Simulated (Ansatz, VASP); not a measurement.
# Cs in VASP and in Ansatz

```
CELL_PARAMETERS angstrom
-2.88408 2.88408 2.88408
2.88408 -2.88408 2.88408
2.88408 2.88408 -2.88408
ATOMIC_POSITIONS crystal
Cs 0.00000 0.00000 0.00000
```

Alike in both runs: task single point; functional LDA; k mesh 8 × 8 × 8; no spin polarisation.

|  | VASP | Ansatz |
| --- | --- | --- |
| version | VASP 6.6.1 | Ansatz 0.2.0 |
| potentials or method | VASP PAW LDA potentials, release 64 (Cs_sv) | plane waves (420 eV) with PAW, scalar-relativistic |
| plane-wave cutoff (eV) | 520 | 420 |
| occupations | methfessel-paxton of order 1, width 0.01 eV | cold, width 0.01 eV |
| valence electrons in the cell | 9 | 9 |

```tsv
	VASP	Ansatz	Ansatz less VASP
pressure (GPa)	0.0	0.0	+0.01
```

Ansatz warned: «pseudo_functional_mismatch».

Spin-orbit coupling is left out, which matters for the levels of Cs.
